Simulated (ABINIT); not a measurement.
SiC (Moissanite):

```
Si C
1.0
     3.07600    0.00000    0.00000
    -1.53800    2.66389    0.00000
     0.00000    0.00000    5.04800
Si C
2 2
Direct
  0.66667 0.33333 0.50000
  0.33333 0.66667 0.00000
  0.66667 0.33333 0.88500
  0.33333 0.66667 0.38500
```

Base run:

| Quantity | Value |
| --- | --- |
| Program | ABINIT 10.8.3 (patched build) |
| Functional | OLYP |
| Potentials or basis | PseudoDojo NC SR PBE v0.4.1 standard |
| Cutoff | 1116 eV |
| k mesh | 10 × 10 × 5 |
| Occupations | fermi-dirac, width 0.05 eV |
| Spin | no spin polarisation |

Its results: band gap on the k mesh 2.70 eV, indirect (least direct gap 4.23 eV); pressure -1.8 GPa; largest force 0.739 eV/Å.

Question: After a change of settings the same cell gave: band gap on the k mesh 2.76 eV, indirect (least direct gap 4.30 eV); pressure 9.2 GPa; largest force 0.767 eV/Å. Which change was it?
A. functional from OLYP to LDA; potentials or basis from PseudoDojo NC SR PBE v0.4.1 standard to PseudoDojo NC SR LDA v0.4 stringent
B. functional from OLYP to rPW86PBE
C. functional from OLYP to PBE; potentials or basis from PseudoDojo NC SR PBE v0.4.1 standard to PseudoDojo NC SR PBE v0.5 standard
D. functional from OLYP to LDA-VWN; potentials or basis from PseudoDojo NC SR PBE v0.4.1 standard to JTH PAW LDA v2.0; cutoff from 1116 eV to 544 eV

Answer: B.

Caveats: the potentials were made for another functional, which shifts forces and pressure; the mesh misses the band edges, which the band path finds closer together.
